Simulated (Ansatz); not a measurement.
## What moves the pressure of Sn?

```
CELL_PARAMETERS angstrom
-2.91585 2.91585 1.59065
2.91585 -2.91585 1.59065
2.91585 2.91585 -1.59065
ATOMIC_POSITIONS crystal
Sn 0.00000 0.00000 0.00000
Sn 0.75000 0.25000 0.50000
```

Atom numbers follow the list: Sn1, Sn2.

The cell is COD entry 1534488, as deposited and not checked against the literature; nothing was relaxed.

Theory: DFT, PBE, all-electron LAPW, scalar-relativistic (Ansatz 0.2.0).

Settings: a Γ-centred 15×15×15 k mesh, Fermi–Dirac smearing of 0.05 eV, basis error target 0.5 meV/atom, no spin polarisation.

Spin–orbit coupling is off unless a change turns it on.

In this reference run the pressure is 2.6 GPa (positive in compression). Each change below is made alone, on the same k mesh, with fractional coordinates held unless an atom is moved; x, y and z are the Cartesian axes.

**Question.** Order the changes by the shift of the pressure, most negative first.
A. volume scaled by 1.02
B. volume scaled by 0.98
C. volume scaled by 1.01
D. equal xy, yz and zx engineering shear strains of +3 %
E. x and y strained by -1.5 %, z held
F. volume scaled by 0.99

**Answer.** A (-1.1 GPa), C (-0.6 GPa), D (+0.1 GPa), F (+0.6 GPa), B (+1.3 GPa), E (+2.0 GPa).
